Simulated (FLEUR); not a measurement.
# CsPbCl3 (Pm-3m) in FLEUR: further runs

One crystal, CsPbCl3, is run at these levels: LDA; tasks: band structure, equation of state.

Everything below comes from runs of FLEUR MaX-R8.1 (later development tree). Logs are shortened: lines on timing, memory, paths and dates and some standing lists are left out, and cuts for length are marked.

## Step 1: The structure

Symmetry: Pm-3m, No. 221, cubic system. Conventional cell: a = 5.605 Å, b = 5.605 Å, c = 5.605 Å, α = 90.00°, β = 90.00°, γ = 90.00°. Pb (site symmetry m-3m) is surrounded by 6 Cl at 2.80 Å. Around Cs (site symmetry m-3m) lie 12 Cl at 3.96 Å. Cl (site symmetry 4/mmm) has 2 Pb at 2.80 Å as nearest neighbours.

## Step 2: Band structure, LDA

File inp.xml:

```xml
<?xml version="1.0" encoding="UTF-8" standalone="no"?>
<fleurInput fleurInputVersion="0.39">
   <comment>
      CsPbCl3                                                                                             
   </comment>
   <calculationSetup>
      <cutoffs Kmax="3.95" Gmax="12.3" GmaxXC="12.3" numbands="0"/>
      <scfLoop itmax="60" minDistance="0.00001" maxIterBroyd="15" imix="Anderson" alpha="0.05" precondParam="0.0" spinf="2.0" sdNocoIR="T"/>
      <coreElectrons ctail="T" frcor="F" kcrel="0" coretail_lmax="0"/>
      <xcFunctional name="vwn" relativisticCorrections="F"/>
      <magnetism jspins="1"/>
      <soc l_soc="F" theta="0.0" phi="0.0" spav="F"/>
      <expertModes spex="0" secvar="F"/>
      <geometryOptimization l_f="F" forcealpha="1.0" forcemix="BFGS" epsdisp="0.00001" epsforce="0.00001"/>
      <ldaU l_linMix="F" mixParam="0.05" spinf="1.0"/>
   </calculationSetup>
   <cell>
      <bzIntegration valenceElectrons="60.0" mode="hist" fermiSmearingEnergy="0.00183747">
         <kPointListSelection listName="default-1"/>
         <!-- k-points included here -->
         <xi:include xmlns:xi="http://www.w3.org/2001/XInclude" href="kpts.xml"> </xi:include>
      </bzIntegration>
      <!-- symmetry operations included here -->
      <xi:include xmlns:xi="http://www.w3.org/2001/XInclude" href="sym.xml"> </xi:include>
[... 54 lines left out ...]
         <lo type="SCLO" l="3" n="4" eDeriv="2"/>
      </species>
   </atomSpecies>
   <atomGroups>
      <atomGroup species="Lead (Pb)">
         <relPos label="                   1">1.000/2.000 1.000/2.000 1.000/2.000</relPos>
         <force calculate="T" relaxXYZ="TTT"/>
      </atomGroup>
      <atomGroup species="Cesium (Cs)">
         <relPos label="                   2">.0000000000 .0000000000 .0000000000</relPos>
         <force calculate="T" relaxXYZ="TTT"/>
      </atomGroup>
      <atomGroup species="Chlorine (Cl)">
         <relPos label="                   3">1.000/2.000 .0000000000 1.000/2.000</relPos>
         <relPos label="                   4">.0000000000 1.000/2.000 1.000/2.000</relPos>
         <relPos label="                   5">1.000/2.000 1.000/2.000 .0000000000</relPos>
         <force calculate="T" relaxXYZ="TTT"/>
      </atomGroup>
   </atomGroups>
   <output dos="F" band="F" slice="F">
      <checks vchk="F" cdinf="F"/>
      <bandDOS minEnergy="-.5*Htr" maxEnergy="0.5*Htr" sigma="0.015" storeEVData="T"/>
      <vacuumDOS vacdos="F" integ="F" star="F" nstars="0" locx1="0.0" locy1="0.0" locx2="0.0" locy2="0.0" nstm="0" tworkf="0.0"/>
      <unfoldingBand unfoldBand="F" supercellX="1" supercellY="1" supercellZ="1"/>
      <plotting iplot="0" polar="F">
         <plot TwoD="T" vec1="  1.0  0.0  0.0" vec2="  0.0  1.0  0.0" vec3="  0.0  0.0  1.0" zero="  0.0  0.0  0.0" file="plot"/>
      </plotting>
      <chargeDensitySlicing numkpt="0" minEigenval="0.0" maxEigenval="0.0" nnne="0" pallst="F"/>
      <specialOutput eonly="F"/>
      <moessbauerParams electricFieldGradient="T" isomerShift="T" coreHyperfine="T" valenceHyperfine="T"/>
      <magneticCircularDichroism mcd="F" energyLo="-10.0" energyUp="0.0"/>
   </output>
  <!-- We include the file relax.xml here to enable relaxations (see documentation) -->
  <xi:include xmlns:xi="http://www.w3.org/2001/XInclude" href="relax.xml"> <xi:fallback/> </xi:include>
</fleurInput>
```

File crystal.txt:

```
CsPbCl3
&input cartesian=F /
5.6050000000  0.0000000000  0.0000000000
0.0000000000  5.6050000000  0.0000000000
0.0000000000  0.0000000000  5.6050000000
1.8897261246
1.0 1.0 1.0

5
82 0.5000000000  0.5000000000  0.5000000000
55 0.0000000000  0.0000000000  0.0000000000
17 0.5000000000  0.0000000000  0.5000000000
17 0.0000000000  0.5000000000  0.5000000000
17 0.5000000000  0.5000000000  0.0000000000

&kpt div1=5 div2=5 div3=5 gamma=T /
```

File inp.xml (bands):

```
<?xml version="1.0" encoding="UTF-8" standalone="no"?>
<fleurInput fleurInputVersion="0.39">
   <comment>
      CsPbCl3                                                                                             
   </comment>
   <calculationSetup>
      <cutoffs Kmax="3.95" Gmax="12.3" GmaxXC="12.3" numbands="0"/>
      <scfLoop itmax="60" minDistance="0.00001" maxIterBroyd="15" imix="Anderson" alpha="0.05" precondParam="0.0" spinf="2.0" sdNocoIR="T"/>
      <coreElectrons ctail="T" frcor="F" kcrel="0" coretail_lmax="0"/>
      <xcFunctional name="vwn" relativisticCorrections="F"/>
      <magnetism jspins="1"/>
      <soc l_soc="F" theta="0.0" phi="0.0" spav="F"/>
      <expertModes spex="0" secvar="F"/>
      <geometryOptimization l_f="F" forcealpha="1.0" forcemix="BFGS" epsdisp="0.00001" epsforce="0.00001"/>
      <ldaU l_linMix="F" mixParam="0.05" spinf="1.0"/>
   </calculationSetup>
   <cell>
      <bzIntegration valenceElectrons="60.0" mode="hist" fermiSmearingEnergy="0.00183747">
         <kPointListSelection listName="path-1"/>
         <!-- k-points included here -->
         <xi:include xmlns:xi="http://www.w3.org/2001/XInclude" href="kpts.xml"> </xi:include>
      </bzIntegration>
      <!-- symmetry operations included here -->
      <xi:include xmlns:xi="http://www.w3.org/2001/XInclude" href="sym.xml"> </xi:include>
      <bulkLattice scale="1.0">
         <bravaisMatrix>
[... 53 lines left out ...]
      </species>
   </atomSpecies>
   <atomGroups>
      <atomGroup species="Lead (Pb)">
         <relPos label="                   1">1.000/2.000 1.000/2.000 1.000/2.000</relPos>
         <force calculate="T" relaxXYZ="TTT"/>
      </atomGroup>
      <atomGroup species="Cesium (Cs)">
         <relPos label="                   2">.0000000000 .0000000000 .0000000000</relPos>
         <force calculate="T" relaxXYZ="TTT"/>
      </atomGroup>
      <atomGroup species="Chlorine (Cl)">
         <relPos label="                   3">1.000/2.000 .0000000000 1.000/2.000</relPos>
         <relPos label="                   4">.0000000000 1.000/2.000 1.000/2.000</relPos>
         <relPos label="                   5">1.000/2.000 1.000/2.000 .0000000000</relPos>
         <force calculate="T" relaxXYZ="TTT"/>
      </atomGroup>
   </atomGroups>
   <output dos="F" band="T" slice="F">
      <checks vchk="F" cdinf="F"/>
      <bandDOS minEnergy="-.5*Htr" maxEnergy="0.5*Htr" sigma="0.015" storeEVData="T"/>
      <vacuumDOS vacdos="F" integ="F" star="F" nstars="0" locx1="0.0" locy1="0.0" locx2="0.0" locy2="0.0" nstm="0" tworkf="0.0"/>
      <unfoldingBand unfoldBand="F" supercellX="1" supercellY="1" supercellZ="1"/>
      <plotting iplot="0" polar="F">
         <plot TwoD="T" vec1="  1.0  0.0  0.0" vec2="  0.0  1.0  0.0" vec3="  0.0  0.0  1.0" zero="  0.0  0.0  0.0" file="plot"/>
      </plotting>
      <chargeDensitySlicing numkpt="0" minEigenval="0.0" maxEigenval="0.0" nnne="0" pallst="F"/>
      <specialOutput eonly="F"/>
      <moessbauerParams electricFieldGradient="T" isomerShift="T" coreHyperfine="T" valenceHyperfine="T"/>
      <magneticCircularDichroism mcd="F" energyLo="-10.0" energyUp="0.0"/>
   </output>
  <!-- We include the file relax.xml here to enable relaxations (see documentation) -->
  <xi:include xmlns:xi="http://www.w3.org/2001/XInclude" href="relax.xml"> <xi:fallback/> </xi:include>
</fleurInput>
```

Potentials or basis: all-electron, FLAPW.

On the command line:

```
inpgen -f crystal.txt -profile fastHighL
# inp.xml edited to the form shown
fleur_MPI
fleur_MPI   # second run, on inp.xml (bands)
```

Output:

```text
Welcome to FLEUR        (www.flapw.de)
      MaX-Release 8.1          (www.max-centre.eu)

 ========== k-point set info ==========
 Selected k-point list: default-1
 k-point list type: mesh
 5 x 5 x 5
 Number of k points: 10

 ------------Calculation Setup---------------------------
 Number of MPI-tasks      :            1
 Number of PE/node        :            1
 Number of OMP-threads    :            1
 Most efficient MPI parallelization for:
           1           2           5          10
 Additional eigenvalue parallelization possible
 Number of basis functions:         1471
 Approximate size of matrices (H+S) per k-point:         0.032 GB
 --------------------------------------------------------
 Iteration:     1   Distance:       6.60344285 me/bohr^3
 Iteration:     2   Distance:       6.01046455 me/bohr^3
 Iteration:     3   Distance:       2.98519132 me/bohr^3
 Iteration:     4   Distance:       1.63679387 me/bohr^3
 Iteration:     5   Distance:       0.60736331 me/bohr^3
 Iteration:     6   Distance:       0.17746713 me/bohr^3
 Iteration:     7   Distance:       0.14886706 me/bohr^3
 Iteration:     8   Distance:       0.01706834 me/bohr^3
 Iteration:     9   Distance:       0.00430868 me/bohr^3
 Iteration:    10   Distance:       0.00361303 me/bohr^3
 Iteration:    11   Distance:       0.00093845 me/bohr^3
 Iteration:    12   Distance:       0.00030512 me/bohr^3
 Iteration:    13   Distance:       0.00011060 me/bohr^3
 Iteration:    14   Distance:       0.00002659 me/bohr^3
 Iteration:    15   Distance:       0.00000782 me/bohr^3

 ********************************************************************
 Run finished successfully
 Stop message:
   all done
 ********************************************************************
```

output (bands):

```text
Welcome to FLEUR        (www.flapw.de)
      MaX-Release 8.1          (www.max-centre.eu)

 ========== k-point set info ==========
 Selected k-point list: path-1
 k-point list type: path
 Number of k points: 60

 ------------Calculation Setup---------------------------
 Number of MPI-tasks      :            1
 Number of PE/node        :            1
 Number of OMP-threads    :            1
 Most efficient MPI parallelization for:
           1           2           3           4           5           6          10          12          15          20          30          60
 Additional eigenvalue parallelization possible
 Number of basis functions:         1471
 Approximate size of matrices (H+S) per k-point:         0.032 GB
 --------------------------------------------------------
 Fermi energy correction for insulators:
 No automatic correction of the Fermi energy has been performed.

 Note: Band structure data (together with different weights) is also stored in the banddos.hdf file.
       A convenient way of extracting and plotting the data from that file is by making use of the

 ********************************************************************
 Run finished successfully
 Stop message:
   Charge density postprocessing done.
 ********************************************************************
```

out.xml (last iteration):

```text
<iteration numberForCurrentRun="   15" overallNumber="   15">
         <energyParameters units="Htr">
            <atomicEP atomType="1" spin="1" branch="6s" branchLowest="-5.02" branchHighest="0.42" value="-0.2101506425"/>
            <atomicEP atomType="1" spin="1" branch="6p" branchLowest="-2.87" branchHighest="1.25" value="0.0730532380"/>
            <atomicEP atomType="1" spin="1" branch="5d" branchLowest="-14.45" branchHighest="-0.44" value="-0.4680367819"/>
            <atomicEP atomType="1" spin="1" branch="5f" branchLowest="-4.61" branchHighest="1.72" value="0.4124819091"/>
            <loAtomicEP atomType="1" spin="1" branch="5p" branchLowest="-23.36" branchHighest="-2.87" value="-2.9371598437"/>
            <loAtomicEP atomType="1" spin="1" branch="5p" branchLowest="-23.36" branchHighest="-2.87" value="-2.9371598437"/>
            <loAtomicEP atomType="1" spin="1" branch="6s" branchLowest="-5.02" branchHighest="0.42" value="-0.2101506425"/>
            <loAtomicEP atomType="1" spin="1" branch="5d" branchLowest="-14.45" branchHighest="-0.44" value="-0.4997437896"/>
            <loAtomicEP atomType="1" spin="1" branch="5f" branchLowest="-4.61" branchHighest="1.72" value="0.4124696408"/>
            <atomicEP atomType="2" spin="1" branch="6s" branchLowest="-0.45" branchHighest="3.27" value="0.1151390364"/>
            <atomicEP atomType="2" spin="1" branch="5p" branchLowest="-5.59" branchHighest="0.23" value="-0.2040100959"/>
            <atomicEP atomType="2" spin="1" branch="4d" branchLowest="-25.70" branchHighest="-2.42" value="-2.3874102909"/>
            <atomicEP atomType="2" spin="1" branch="4f" branchLowest="-9.99" branchHighest="0.82" value="0.3731013199"/>
            <loAtomicEP atomType="2" spin="1" branch="5s" branchLowest="-7.76" branchHighest="-0.45" value="-0.6886727004"/>
            <heloAtomicEP atomType="2" spin="1" branch="6p" branchLowest="2.65" branchHighest="2.65" value="2.6480760696"/>
            <heloAtomicEP atomType="2" spin="1" branch="6p" branchLowest="2.65" branchHighest="2.65" value="2.6480760696"/>
            <heloAtomicEP atomType="2" spin="1" branch="5d" branchLowest="0.97" branchHighest="0.97" value="0.9725083003"/>
            <heloAtomicEP atomType="2" spin="1" branch="5d" branchLowest="0.97" branchHighest="0.97" value="0.9725083003"/>
            <loAtomicEP atomType="2" spin="1" branch="4f" branchLowest="-9.99" branchHighest="0.82" value="0.3730616222"/>
            <atomicEP atomType="3" spin="1" branch="3s" branchLowest="-8.89" branchHighest="0.09" value="-0.4530248006"/>
            <atomicEP atomType="3" spin="1" branch="3p" branchLowest="-6.68" branchHighest="0.70" value="-0.0588387780"/>
            <atomicEP atomType="3" spin="1" branch="3d" branchLowest="-9.99" branchHighest="1.52" value="0.2697806817"/>
            <atomicEP atomType="3" spin="1" branch="4f" branchLowest="-9.99" branchHighest="4.02" value="0.4444017243"/>
            <loAtomicEP atomType="3" spin="1" branch="3s" branchLowest="-8.89" branchHighest="0.09" value="-0.4530248006"/>
            <loAtomicEP atomType="3" spin="1" branch="3p" branchLowest="-6.68" branchHighest="0.70" value="-0.0599314391"/>
            <loAtomicEP atomType="3" spin="1" branch="3d" branchLowest="-9.99" branchHighest="1.52" value="0.2697758612"/>
            <loAtomicEP atomType="3" spin="1" branch="4f" branchLowest="-9.99" branchHighest="4.02" value="0.4444039828"/>
         </energyParameters>
         <eigenvalues>
            <eigenvaluesAt spin="1" ikpt="1" k_x="0.00000000" k_y="0.00000000" k_z="0.00000000">
[... 118 lines left out ...]
               <shell n="1" l="0" isomerShift="260729.88901"/>
               <shell n="2" l="0" isomerShift="31781.57668"/>
               <shell n="2" l="1" isomerShift="953.22559"/>
[... 5 lines left out ...]
            </coreIsomerShift>
            <coreIsomerShift atomType="3" isTotal="3545.13780">
               <shell n="1" l="0" isomerShift="3286.45286"/>
               <shell n="2" l="0" isomerShift="258.16291"/>
               <shell n="2" l="1" isomerShift="0.52202"/>
            </coreIsomerShift>
            <isomerShift atomType="1" nucleusRadius="0.0001398" averageDensity="2979827.72498"/>
            <isomerShift atomType="2" nucleusRadius="0.0001205" averageDensity="301809.69754"/>
            <isomerShift atomType="3" nucleusRadius="0.0000776" averageDensity="3571.92994"/>
            <electricFieldGradient atomType="1" VXX="0.00000" VYY="0.00000" VZZ="0.00000" asymParam="0.00000">
            </electricFieldGradient>
            <electricFieldGradient atomType="2" VXX="0.00000" VYY="0.00000" VZZ="0.00000" asymParam="0.00000">
            </electricFieldGradient>
            <electricFieldGradient atomType="3" VXX="-0.46601" VYY="-0.46601" VZZ="0.93202" asymParam="0.00000">
            </electricFieldGradient>
         </moessbauerParams>
         <totalEnergy                                    value="   -30082.1536810755" units="Htr">
            <sumOfEigenvalues                            value="   -18505.1507594791">
               <coreElectrons value="-18453.0777069053"/>
               <valenceElectrons value="-52.0730525738"/>
            </sumOfEigenvalues>
            <densityCoulombPotentialIntegral value="-51667.8634059143"/>
            <densityEffectivePotentialIntegral value="-52525.0832838682"/>
            <chargeDenXCDenIntegral value="-646.1666213790"/>
            <FockExchangeEnergyValence value="0.0000000000"/>
            <FockExchangeEnergyCore value="0.0000000000"/>
            <atomTypeDependentContributions atomType="1">
               <electronNucleiInteractionDifferentMTs value="26453.5747486732"/>
               <MadelungTerm value="-35.4525054904"/>
            </atomTypeDependentContributions>
            <atomTypeDependentContributions atomType="2">
               <electronNucleiInteractionDifferentMTs value="9450.1525805109"/>
               <MadelungTerm value="-25.2469927670"/>
            </atomTypeDependentContributions>
            <atomTypeDependentContributions atomType="3">
               <electronNucleiInteractionDifferentMTs value="1634.0156153373"/>
               <MadelungTerm value="-23.5454383496"/>
            </atomTypeDependentContributions>
            <tkbTimesEntropy value="0.0000000000"/>
            <freeEnergy value="-30082.1536810755"/>
            <extrapolationTo0K value="-30082.1536810755"/>
         </totalEnergy>
         <densityConvergence units="me/bohr^3">
            <chargeDensity spin="1" distance="0.0000078217"/>
         </densityConvergence>
      </iteration>
```

It took 4.4 min on 1 thread of Arm Neoverse V2, shared host; peak memory 0.14 GiB.

Results:

```yaml
Free_energy: -818577.1029 eV
Band_gap_along_the_path: 1.75 eV, direct
Valence_electrons_inside_the_program's_atomic_spheres: Pb 17.92; Cs 16.70; Cl 5.34 (radii Pb 2.66, Cs 2.66, Cl 2.1 bohr)
```

Levels at the corners of the path, in eV from the valence-band top:
| point | band 27 | band 28 | band 29 | band 30 | band 31 | band 32 | band 33 | band 34 |
| --- | --- | --- | --- | --- | --- | --- | --- | --- |
| Γ | -2.58 | -2.47 | -2.47 | -2.47 | 3.00 | 4.06 | 4.06 | 5.02 |
| X | -2.69 | -2.59 | -2.59 | -1.67 | 2.88 | 4.42 | 5.01 | 5.19 |
| M | -2.78 | -2.71 | -2.15 | -0.81 | 2.36 | 2.36 | 4.77 | 5.21 |
| Γ | -2.58 | -2.47 | -2.47 | -2.47 | 3.00 | 4.06 | 4.06 | 5.02 |
| R | -2.14 | -2.14 | -2.14 | 0.00 | 1.75 | 1.75 | 1.75 | 4.79 |
| X | -2.69 | -2.59 | -2.59 | -1.67 | 2.88 | 4.42 | 5.01 | 5.19 |
| M | -2.78 | -2.71 | -2.15 | -0.81 | 2.36 | 2.36 | 4.77 | 5.21 |
| R | -2.14 | -2.14 | -2.14 | 0.00 | 1.75 | 1.75 | 1.75 | 4.79 |

Core levels (eV from the Fermi level):
```
atom                                                                                                                                                                                                                                                     levels
1 Pb  1s1/2 -87908.8, 2s1/2 -15707.2, 2p1/2 -15086.9, 2p3/2 -12899.1, 3s1/2 -3765.9, 3p1/2 -3485.6, 3p3/2 -2997.6, 4s1/2 -847.9, 3d3/2 -2535.8, 3d5/2 -2431.9, 4p1/2 -726.7, 4p3/2 -606.9, 4d3/2 -409.2, 4d5/2 -386.9, 4f5/2 -130.6, 4f7/2 -125.5, 5s1/2 -138.7
2 Cs                                                                              1s1/2 -35727.6, 2s1/2 -5598.3, 2p1/2 -5268.8, 2p3/2 -4917.0, 3s1/2 -1158.6, 3p1/2 -1020.7, 3p3/2 -953.3, 4s1/2 -213.4, 3d3/2 -710.2, 3d5/2 -695.8, 4p1/2 -163.9, 4p3/2 -150.0
3 Cl                                                                                                                                                                                                    1s1/2 -2733.9, 2s1/2 -244.1, 2p1/2 -185.1, 2p3/2 -183.4
4 Cl                                                                                                                                                                                                    1s1/2 -2733.9, 2s1/2 -244.1, 2p1/2 -185.1, 2p3/2 -183.4
5 Cl                                                                                                                                                                                                    1s1/2 -2733.9, 2s1/2 -244.1, 2p1/2 -185.1, 2p3/2 -183.4
```

Caveat: spin-orbit coupling is left out, which moves the levels of the heavy elements.

(Part 1 of 2 ends here.)
